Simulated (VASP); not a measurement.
# CsPbCl3 (Pm-3m) in VASP: electric field gradients with PBE

Aim: the electric field gradients of CsPbCl3 with PBE.

Program: VASP 6.6.1. These are calculated values, not measurements. Logs are shortened: lines on timing, memory, paths and dates and some standing lists are left out, and cuts for length are marked.

### 1 The structure

Symmetry: Pm-3m, No. 221, cubic system. The conventional cell has a = 5.605 Å, b = 5.605 Å, c = 5.605 Å, α = 90.00°, β = 90.00°, γ = 90.00°. Around Cs (site symmetry m-3m) lie 12 Cl at 3.96 Å. Around Pb (site symmetry m-3m) lie 6 Cl at 2.80 Å. Cl (site symmetry 4/mmm) has 2 Pb at 2.80 Å as nearest neighbours.

### 2 Electric field gradients, PBE

Input file INCAR:

```
SYSTEM = CsPbCl3
PREC     = Accurate       ! precision mode
ENCUT    = 520            ! plane-wave cutoff, eV
EDIFF    = 1E-8           ! SCF threshold, eV
ISMEAR   = -1             ! smearing method
SIGMA    = 0.01           ! smearing width, eV
LREAL    = .FALSE.        ! projectors in reciprocal space
LASPH    = .TRUE.         ! aspherical terms in the spheres
NELM     = 80             ! most SCF steps
ALGO     = Normal         ! electronic algorithm
ISIF     = 2              ! what is computed and relaxed
LWAVE    = .FALSE.        ! write WAVECAR
LCHARG   = .FALSE.        ! write CHGCAR
GGA      = PE             ! functional
LEFG     = .TRUE.       
NBANDS   = 30             ! bands
```

Input file KPOINTS:

```
Automatic mesh
0
G
  5 5 5
  0 0 0
```

Input file POSCAR:

```
CsPbCl3
1.0
    5.6050000000      0.0000000000      0.0000000000
    0.0000000000      5.6050000000      0.0000000000
    0.0000000000      0.0000000000      5.6050000000
Cs Pb Cl
1 1 3
Direct
    0.0000000000      0.0000000000      0.0000000000
    0.5000000000      0.5000000000      0.5000000000
    0.0000000000      0.5000000000      0.5000000000
    0.5000000000      0.0000000000      0.5000000000
    0.5000000000      0.5000000000      0.0000000000
```

Potentials or basis: VASP PAW PBE potentials, release 64 (Cs_sv, Pb_d, Cl).

Run with:

```
cat potpaw_PBE.64/Cs_sv/POTCAR potpaw_PBE.64/Pb_d/POTCAR potpaw_PBE.64/Cl/POTCAR > POTCAR
mpirun -np 1 vasp_std > vasp.out
```

OUTCAR:

```text
SYSTEM = CsPbCl3
   PREC = Accurate
   ENCUT = 520
   EDIFF = 1E-8
   ISMEAR = -1
   LREAL = .FALSE.
   LASPH = .TRUE.
   NELM = 80
   ISIF = 2
   GGA = PE

 ion  position               nearest neighbor table
   1  0.000  0.000  0.000-
   2  0.500  0.500  0.500-   3 2.80   4 2.80   5 2.80   5 2.80   4 2.80   3 2.80
   3  0.000  0.500  0.500-   2 2.80   2 2.80
   4  0.500  0.000  0.500-   2 2.80   2 2.80
   5  0.500  0.500  0.000-   2 2.80   2 2.80

  LATTYP: Found a simple cubic cell.
 ALAT       =     5.6050000000

  Lattice vectors:

 A1 = (   5.6050000000,   0.0000000000,   0.0000000000)
 A2 = (   0.0000000000,   5.6050000000,   0.0000000000)
 A3 = (   0.0000000000,   0.0000000000,   5.6050000000)

Analysis of symmetry for initial positions (statically):
=====================================================================
 Subroutine PRICEL returns:
 Original cell was already a primitive cell.

 Routine SETGRP: Setting up the symmetry group for a
 simple cubic supercell.

 Subroutine GETGRP returns: Found 48 space group operations
 (whereof 48 operations were pure point group operations)
 out of a pool of 48 trial point group operations.

The static configuration has the point symmetry O_h .

Analysis of symmetry for dynamics (positions and initial velocities):
=====================================================================
 Subroutine PRICEL returns:
 Original cell was already a primitive cell.

 Routine SETGRP: Setting up the symmetry group for a
 simple cubic supercell.

 Subroutine GETGRP returns: Found 48 space group operations
 (whereof 48 operations were pure point group operations)
 out of a pool of 48 trial point group operations.

The dynamic configuration has the point symmetry O_h .

 Subroutine INISYM returns: Found 48 space group operations
 (whereof 48 operations are pure point group operations),
 and found     1 'primitive' translations

[... 130 lines left out ...]
  free energy    TOTEN  =       -17.50764355 eV

  energy without entropy =      -17.50764355  energy(sigma->0) =      -17.50764355

 E-fermi :   1.5059     XC(G=0):  -7.8209

 val. band max:        1.2035238707   @ k =   0.4000   0.4000   0.4000
 cond. band min:       4.1668573765   @ k =   0.4000   0.4000   0.4000
 fundamental gap:      2.9633335058
 Fermi energy:         1.5059232784

 k-point     1 :       0.0000    0.0000    0.0000
  band No.  band energies     occupation
      1     -19.5683      2.00000
      2     -15.0077      2.00000
      3     -15.0077      2.00000
      4     -14.7601      2.00000
      5     -14.7601      2.00000
      6     -14.7601      2.00000
[... 319 lines left out ...]
     29       7.5014      0.00000
     30       8.3753      0.00000

------------------------ aborting loop because EDIFF is reached ----------------------------------------

  FORCE on cell =-STRESS in cart. coord.  units (eV):
  Direction    XX          YY          ZZ          XY          YZ          ZX
  --------------------------------------------------------------------------------------
  -------------------------------------------------------------------------------------
  Total        1.8533180      1.8533180      1.8533180      0.0000000     -0.0000000      0.0000000
  in kB       16.8629543     16.8629543     16.8629543      0.0000000     -0.0000000      0.0000000
  external PRESSURE =      16.8629543 kB  Pullay stress =       0.0000000 kB

 VOLUME and BASIS-vectors are now :
 -----------------------------------------------------------------------------
  energy-cutoff  :      520.00
  volume of cell :      176.09
      direct lattice vectors                 reciprocal lattice vectors
     5.605000000  0.000000000  0.000000000     0.178412132  0.000000000  0.000000000
     0.000000000  5.605000000  0.000000000     0.000000000  0.178412132  0.000000000
     0.000000000  0.000000000  5.605000000     0.000000000  0.000000000  0.178412132

 POSITION                                       TOTAL-FORCE (eV/Angst)
 -----------------------------------------------------------------------------------
      0.00000      0.00000      0.00000         0.000000      0.000000      0.000000
      2.80250      2.80250      2.80250         0.000000      0.000000      0.000000
      0.00000      2.80250      2.80250         0.000000      0.000000      0.000000
      2.80250      0.00000      2.80250         0.000000      0.000000      0.000000
      2.80250      2.80250      0.00000         0.000000      0.000000      0.000000
 -----------------------------------------------------------------------------------
    total drift:                                0.000000     -0.000000     -0.000000

  FREE ENERGIE OF THE ION-ELECTRON SYSTEM (eV)
  ---------------------------------------------------
  free  energy   TOTEN  =       -17.5076435544 eV

  energy  without entropy=      -17.5076435544  energy(sigma->0) =      -17.50764355

 Electric field gradients (V/A^2)
---------------------------------------------------------------------
 ion       V_xx      V_yy      V_zz      V_xy      V_xz      V_yz
---------------------------------------------------------------------
   1      -0.000    -0.000     0.000     0.000     0.000     0.000
   2      -0.000    -0.000     0.000     0.000     0.000    -0.000
   3      85.232   -42.616   -42.616    -0.000     0.000     0.000
   4     -42.616    85.232   -42.616    -0.000     0.000     0.000
   5     -42.616   -42.616    85.232     0.000    -0.000    -0.000
---------------------------------------------------------------------

 Electric field gradients after diagonalization (V/A^2)
 (convention: |V_zz| > |V_xx| > |V_yy|)
----------------------------------------------------------------------
 ion       V_xx      V_yy      V_zz     asymmetry (V_yy - V_xx)/ V_zz
----------------------------------------------------------------------
   1      -0.000    -0.000     0.000       0.173
   2      -0.000    -0.000     0.000       0.056
   3     -42.616   -42.616    85.232       0.000
   4     -42.616   -42.616    85.232       0.000
   5     -42.616   -42.616    85.232       0.000
----------------------------------------------------------------------

           NMR quadrupolar parameters

 Cq : quadrupolar parameter    Cq=e*Q*V_zz/h
 eta: asymmetry parameters     (V_yy - V_xx)/ V_zz
 Q  : nuclear electric quadrupole moment in mb (millibarn)
----------------------------------------------------------------------
 ion       Cq(MHz)       eta       Q (mb)
----------------------------------------------------------------------
   1       0.000       0.173       1.000
   2       0.000       0.056       1.000
   3       0.206       0.000       1.000
   4       0.206       0.000       1.000
   5       0.206       0.000       1.000
----------------------------------------------------------------------
```

Wall time 40 s (1 thread of Intel Xeon 6975P-C (Granite Rapids), shared host); peak memory 0.27 GiB.

Results:

```
Free energy            : -17.5076 eV
Pressure               : 1.7 GPa
Band gap on the k mesh : 2.96 eV, direct
```

Electric field gradients, principal values (V/Å²):
```tsv
atom	Vxx	Vyy	Vzz
1 Cs	0.000	0.000	0.000
2 Pb	0.000	0.000	0.000
3 Cl	-42.616	-42.616	85.232
4 Cl	-42.616	-42.616	85.232
5 Cl	-42.616	-42.616	85.232
```

Caveat: spin-orbit coupling is left out, which as a rule narrows the gap of such compounds by several tenths of an eV; an odd mesh through Γ misses points on the zone boundary, where band edges often lie.
